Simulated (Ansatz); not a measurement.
# SnSe: one candidate of a structure search

Where does this trial cell of SnSe go when cell and atoms are let free?

Method: DFT PBE, scalar-relativistic, plane waves, PAW, in Ansatz 0.2.0.

**1. The system as given**

The structure is tetragonal, space group I4/mmm (No. 139). Conventional cell: a = 4.556 Å, b = 4.556 Å, c = 5.176 Å, α = 90.00°, β = 90.00°, γ = 90.00°. Around Sn (site symmetry 4/mmm) lie 2 Se at 2.59 Å. Around Se (site symmetry 4/mmm) lie 2 Sn at 2.59 Å.

As a file:

```
CELL_PARAMETERS angstrom
-2.27794 2.27794 2.58779
2.27794 -2.27794 2.58779
2.27794 2.27794 -2.58779
ATOMIC_POSITIONS crystal
Sn 0.00000 0.00000 0.00000
Se 0.50000 0.50000 0.00000
```

The cell is invented: random cell by space group and Wyckoff sites (I4/mmm, No. 139). The dimensions are guesses.

**2. The guess as it stands, on a coarse mesh**

File input.yaml:

```yaml
crystal:
  lattice:
    - [-2.27793761, 2.27793761, 2.58779431]
    - [2.27793761, -2.27793761, 2.58779431]
    - [2.27793761, 2.27793761, -2.58779431]
  atoms:
    - { symbol: Sn, position: [0.0, 0.0, 0.0] }
    - { symbol: Se, position: [0.5, 0.5, 0.0] }
basis:
  ecutwfc: 420
kpoints:
  mp_grid: { grid: [6, 6, 6] }
hamiltonian:
  xc: pbe
scf:
  occupations: { method: gaussian, width: 0.1 }
  lower_state_search: "off"
output:
  forces: true
  stress: true
  eigenvalues: true
```

Launch:

```console
$ ansatz run input.yaml --threads 1 --pin off --max-ram 2560MiB --backend cpu --events-out ev --progress --plain --runs-dir out
```

Further runs follow: rough relaxation on the coarse mesh; full relaxation.

Q: Predict the outcome of this session. Wanted: conventional cell; volume; energy over the elements, grey Sn; gap on the mesh.

As calculated:

```
                              quantity                                                                      value
symmetry at the end (tolerance 0.02 Å)                                                space group Fm-3m (No. 225)
                     conventional cell  a = 6.061 Å, b = 6.061 Å, c = 6.061 Å, α = 90.00°, β = 90.00°, γ = 90.00°
                                volume                                                              27.83 Å³/atom
     energy over the elements, grey Sn                                                              -0.43 eV/atom
                       gap on the mesh                                                                    0.49 eV
```

The symmetry goes from space group I4/mmm (No. 139) to space group Fm-3m (No. 225), and the volume per atom grows by 3.6 % from the first guess. A negative formation energy is needed for stability but isn't enough; other structures and compounds were not set against it here. No finished test with a distortion of lower symmetry is shown, so the end may be a saddle point.

Spin-orbit coupling is left out, though the cell holds Sn; it can move the gap.
